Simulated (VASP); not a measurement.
NaH (strained zincblende), r²SCAN single-point calculation: VASP's output and Ansatz's

POSCAR

```
Na H
 1.0000000000000000
     0.0000000000000000    2.5969210544000001    2.5969210544000001
     2.7433874019000002    0.0000000000000000    2.5969210544000001
     2.7433874019000002    2.5969210544000001    0.0000000000000000
 Na  H
   1   1
Cartesian
  0.0000000000000000  0.0000000000000000  0.0000000000000000
  1.3716937009500001  1.2984605272000000  1.2984605272000000
```

VASP ran with the recommended PBE PAW datasets (8 valence electrons in the cell).

From OUTCAR

```
k-points           NKPTS =     59   k-points in BZ     NKDIM =     59   number of bands    NBANDS=     11

   NELECT =       8.0000    total number of electrons

   dimension x,y,z NGX =    28 NGY =   28 NGZ =   28
   dimension x,y,z NGXF=    56 NGYF=   56 NGZF=   56

  energy-cutoff  :      520.00
  volume of cell :       37.00
      direct lattice vectors                 reciprocal lattice vectors
     0.000000000  2.596921054  2.596921054    -0.182256432  0.192535695  0.192535695
     2.743387402  0.000000000  2.596921054     0.182256432 -0.192535695  0.192535695
     2.743387402  2.596921054  0.000000000     0.182256432  0.192535695 -0.192535695

 k-points in reciprocal lattice and weights: KPOINTS created by Atomic Simulation Env
   0.00000000  0.00000000  0.00000000       0.002
   0.12500000 -0.00000000 -0.00000000       0.016
   0.25000000 -0.00000000 -0.00000000       0.016
   0.37500000 -0.00000000 -0.00000000       0.016
   0.50000000 -0.00000000 -0.00000000       0.008
   0.12500000  0.12500000  0.00000000       0.008
   0.25000000  0.12500000 -0.00000000       0.031
   0.37500000  0.12500000 -0.00000000       0.031
   ...

 E-fermi :  -2.1910

 k-point     1 :       0.0000    0.0000    0.0000
  band No.  band energies     occupation
      1     -25.2358      2.00000
      2     -25.2355      2.00000
      3     -25.2268      2.00000
      4      -5.0036      2.00000
      5       6.2064      0.00000
      6      11.0721      0.00000
      7      11.1975      0.00000
      8      11.1975      0.00000
      9      14.2539      0.00000
     10      14.2564      0.00000
     11      14.2567      0.00000

 k-point     2 :       0.1250   -0.0000   -0.0000
  band No.  band energies     occupation
      1     -25.2404      2.00000
      2     -25.2361      2.00000
      3     -25.2287      2.00000
      4      -4.7946      2.00000
      5       5.5126      0.00000
      6      10.5256      0.00000
      7      10.8577      0.00000
      8      11.0501      0.00000
      9      14.2229      0.00000
     10      14.7263      0.00000
     11      14.7378      0.00000

 k-point     3 :       0.2500   -0.0000   -0.0000
  band No.  band energies     occupation
      1     -25.2530      2.00000
      2     -25.2374      2.00000
      3     -25.2318      2.00000
      4      -4.2107      2.00000
      5       3.9569      0.00000
      6       9.5681      0.00000
      7      10.4342      0.00000
      8      10.8510      0.00000
      9      13.0822      0.00000
     10      14.2383      0.00000
     11      14.9229      0.00000

 k-point     4 :       0.3750   -0.0000   -0.0000
  band No.  band energies     occupation
      1     -25.2661      2.00000
      2     -25.2387      2.00000
      3     -25.2343      2.00000
      4      -3.4354      2.00000
      5       2.3876      0.00000
      6       8.9591      0.00000
      7      10.1668      0.00000
      8      10.8115      0.00000
      9      12.2565      0.00000
     10      13.1399      0.00000
     11      14.0678      0.00000

 k-point     5 :       0.5000   -0.0000   -0.0000
  band No.  band energies     occupation
      1     -25.2715      2.00000
      2     -25.2393      2.00000
      3     -25.2353      2.00000
      4      -2.9995      2.00000
      5       1.6592      0.00000
      6       8.7628      0.00000
      7      10.0821      0.00000
      8      10.8505      0.00000
      9      11.9785      0.00000
     10      12.7025      0.00000
     11      13.6948      0.00000

 k-point     6 :       0.1250    0.1250    0.0000
  band No.  band energies     occupation
      1     -25.2413      2.00000
      2     -25.2381      2.00000
      3     -25.2285      2.00000
      4      -4.7153      2.00000
      5       5.4046      0.00000
      6      10.0205      0.00000
      7      10.0771      0.00000
      8      12.3734      0.00000
      9      12.7657      0.00000
     10      14.3993      0.00000
     11      15.8981      0.00000

 k-point     7 :       0.2500    0.1250   -0.0000
  band No.  band energies     occupation
      1     -25.2510      2.00000
      2     -25.2396      2.00000
      3     -25.2312      2.00000
      4      -4.2481      2.00000
      5       4.3585      0.00000
      6       8.9897      0.00000
      7       9.4697      0.00000
      8      11.7573      0.00000
      9      12.9579      0.00000
     10      13.8555      0.00000
     11      15.4122      0.00000

 k-point     8 :       0.3750    0.1250   -0.0000
  band No.  band energies     occupation
      1     -25.2631      2.00000
      2     -25.2412      2.00000
      3     -25.2344      2.00000
      4      -3.5224      2.00000
      5       2.9341      0.00000
      6       8.0162      0.00000
      7       9.2499      0.00000
      8      10.8023      0.00000
      9      12.8053      0.00000
     10      14.3673      0.00000
     11      15.2670      0.00000

 ...

  Total       -0.3279478     -0.2162367     -0.2162367      0.0000000      0.0000000      0.0000000
  in kB      -14.1997492     -9.3627915     -9.3627915      0.0000000      0.0000000      0.0000000
  external PRESSURE =     -10.9751107 kB  Pullay stress =       0.0000000 kB

 POSITION                                       TOTAL-FORCE (eV/Angst)
 -----------------------------------------------------------------------------------
      0.00000      0.00000      0.00000         0.000000      0.000000      0.000000
      1.37169      1.29846      1.29846         0.000000     -0.000000     -0.000000
 -----------------------------------------------------------------------------------
    total drift:                                0.000031     -0.000004     -0.000004

  FREE ENERGIE OF THE ION-ELECTRON SYSTEM (eV)
  ---------------------------------------------------
  free  energy   TOTEN  =        -7.4506234692 eV

  energy  without entropy=       -7.4506234692  energy(sigma->0) =       -7.45062347
```

The two codes use different PAW datasets and cutoffs. VASP's cell holds 8 valence electrons and Ansatz's 10. Ansatz's stress includes a Pulay correction; VASP's doesn't.

**Question.** What does Ansatz give for the same cell and level of theory?

**Answer.** gap between bands v and c 3.95 eV; least direct gap 4.66 eV; pressure -0.9 GPa.

Ansatz printed

```
SCF 1 converged in 6 iterations: F = -1504.991062 eV  dr2 = 4.86e-11
  greatest PAW one-centre occupation: 1.000 electrons in one spin orbital (limit 2), on the Na atom at site 0 (counted from 0), in its partial waves of l = 0
NSCF: frozen V_eff on 7 k-points
SCF converged after 6 iterations
Free energy (F): -1504.991062 eV
Harris-Foulkes:  -1504.991062 eV  (|F-HF|=9.46e-11)
Internal energy: -1504.991062 eV  (E = F + TS)
E sigma→0 (E₀):  -1504.991062 eV
Fermi energy:    -0.804708 eV
--- Per-component energies (eV) ---
  E_band       = -251.775665
  E_kinetic    = 133.883984
  E_local      = -1434.444733  (includes V_loc(G=0)·N_el)
  E_nonlocal   = 117.337905
  E_hartree    = 523.434176
  E_xc         = -45.592185
  E_vxc        = -67.390033  (∫ρ·V_xc dr)
  E_paw        = -268.183197  (= ΣΔE_a)
  E_vpaw       = -53.431211  (= ΣTr[D̂ρ^β])
  E_aug_tail   = -0.000399  (compensation charges beyond the density's cutoff)
  E_vtau       = 5.400411  (kinetic-family band-sum trace: ∫τ·v_τ [+ j·A + Jᵃ·Aᵃ] dr)
  E_ewald      = -531.400345
  E_core_change = -0.026267  (= ΣΔE_core)
  E_smearing   = -0.000000  (= −TS)
  E_closure    = -0.000000  (closes the sum)
  Σ components = -1504.991062   (vs F -1504.991062, Δ=0.00e0)
--- Forces (eV/Å), atoms counted from 1 ---
  atom   1  Na     0.00000000     0.00000000    -0.00000000
  atom   2  H      0.00000000     0.00000000     0.00000000
  max |Σ_I F_I| component: 2.77e-17 eV/Å
--- Stress (GPa, compression-positive) ---
       -1.207041      -0.000000       0.000000
       -0.000000      -0.764964       0.000000
        0.000000       0.000000      -0.764964
  P = ⅓ Tr σ = -0.9123 GPa (-9.123 kbar)
--- Band table (eV; the first three rows and the last of 59) ---
  k-point 0: bands = ["-53.2499", "-23.6492", "-23.6492", "-23.6399", "-3.5339", "7.6901", "12.7008", "12.8147", "12.8147"]
  k-point 1: bands = ["-53.2496", "-23.6539", "-23.6497", "-23.6418", "-3.3244", "7.0097", "12.0617", "12.4509", "12.6436"]
  k-point 2: bands = ["-53.2490", "-23.6667", "-23.6511", "-23.6448", "-2.7391", "5.4572", "11.0564", "12.0043", "12.4206"]
  k-point 58: bands = ["-53.2473", "-23.6786", "-23.6741", "-23.6520", "-0.8047", "5.4986", "5.6858", "6.9695", "13.1682"]
```
